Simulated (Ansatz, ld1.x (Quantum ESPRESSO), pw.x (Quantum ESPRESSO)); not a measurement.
pw.x on bcc Rh: one setting changed

Potential: PAW, ld1.x (Quantum ESPRESSO) 7.5, PBE; core [Ar] 3d10 4s2, reference 4p6 4d8 5s1 5p0; waves: 5s (bound): rcut 2.52, rcutus 2.80 bohr; 5s channel at 0.2 Ry: rcut 2.52, rcutus 2.80 bohr; 4p (bound): rcut 1.60, rcutus 1.70 bohr; 5p (bound, empty): rcut 1.60, rcutus 1.70 bohr; 4d (bound): rcut 1.98, rcutus 2.36 bohr; 4d channel at 0.05 Ry: rcut 1.98, rcutus 2.36 bohr; local part: all-electron potential smoothed inside 2.20 bohr (lloc = -1); core correction: Bessel-smoothed model core, default radius (core density twice the valence density); augmentation: PSQ, inside the norm-conserving radii.

The reference run (k-mesh 15³, cutoffs 60/480 Ry, Fermi–Dirac 0.01 Ry, mixing_beta 0.4, conv_thr 1e-9, no spin) gives 2.05 GPa at 14.536 Å³/atom, where all-electron LAPW gives -0.18 GPa. This run, with its own iteration cap, changes mixing_ndim to 4.

```
&control
  calculation='scf', prefix='x', pseudo_dir='./', outdir='./tmp', tstress=.true., disk_io='none'
/
&system
  ibrav=0, nat=1, ntyp=1, ecutwfc=60, ecutrho=480, nbnd=15,
  occupations='smearing', smearing='fd', degauss=0.01
/
&electrons
  conv_thr=1e-09, mixing_beta=0.4, electron_maxstep=70, mixing_ndim=4
/
ATOMIC_SPECIES
Rh 1.0 Rh.UPF
CELL_PARAMETERS angstrom
  -1.53742867 1.53742867 1.53742867
  1.53742867 -1.53742867 1.53742867
  1.53742867 1.53742867 -1.53742867
ATOMIC_POSITIONS crystal
Rh 0.0000 0.0000 0.0000
K_POINTS automatic
15 15 15 0 0 0
```

```bash
pw.x < Rh.scf.in > Rh.scf.out
```

Problem. How does the run end?

Solution. It converges in 10 iterations; the free energy moves by +0.0 meV/atom and the pressure by +0.01 GPa. The result is that of the reference run.

```
Message from routine setup:
     using ibrav=0 with symmetry is DISCOURAGED, use correct ibrav instead
     lattice parameter (alat)  =       5.0322  a.u.
     unit-cell volume          =      98.0938 (a.u.)^3
     number of electrons       =        15.00
     number of Kohn-Sham states=           15
     kinetic-energy cutoff     =      60.0000  Ry
     charge density cutoff     =     480.0000  Ry
     scf convergence threshold =      1.0E-09
     Exchange-correlation= SLA  PW   PBX  PBC
     number of k points=   120  Fermi-Dirac smearing, width (Ry)=  0.0100
     iteration #  1     ecut=    60.00 Ry     beta= 0.40
     total energy              =    -415.24625619 Ry
     estimated scf accuracy    <       0.11631530 Ry
     iteration #  2     ecut=    60.00 Ry     beta= 0.40
     total energy              =    -415.26497832 Ry
     estimated scf accuracy    <       0.00120981 Ry
     iteration #  3     ecut=    60.00 Ry     beta= 0.40
     total energy              =    -415.26573257 Ry
     estimated scf accuracy    <       0.00064466 Ry
     [... 4 iterations left out ...]
     iteration #  8     ecut=    60.00 Ry     beta= 0.40
     total energy              =    -415.26579179 Ry
     estimated scf accuracy    <       0.00000002 Ry
     iteration #  9     ecut=    60.00 Ry     beta= 0.40
     total energy              =    -415.26579179 Ry
     estimated scf accuracy    <          2.1E-09 Ry
     iteration # 10     ecut=    60.00 Ry     beta= 0.40
     the Fermi energy is    19.4684 ev
!    total energy              =    -415.26579179 Ry
     estimated scf accuracy    <          7.2E-11 Ry
     smearing contrib. (-TS)   =      -0.00974758 Ry
     The total energy is F=E-TS. E is the sum of the following terms:
     one-electron contribution =     -23.88046581 Ry
     hartree contribution      =      28.11500241 Ry
     xc contribution           =     -82.08181339 Ry
     ewald contribution        =    -140.91868942 Ry
     one-center paw contrib.   =    -196.49007799 Ry
     convergence has been achieved in  10 iterations
          total   stress  (Ry/bohr**3)                   (kbar)     P=       20.55
     Message from routine punch:
     Nothing written, as per user request (disk_io='none')
```

The run took about 25 s on one core of a shared host (Neoverse-V1, 32 threads, 247 GiB, load 23).
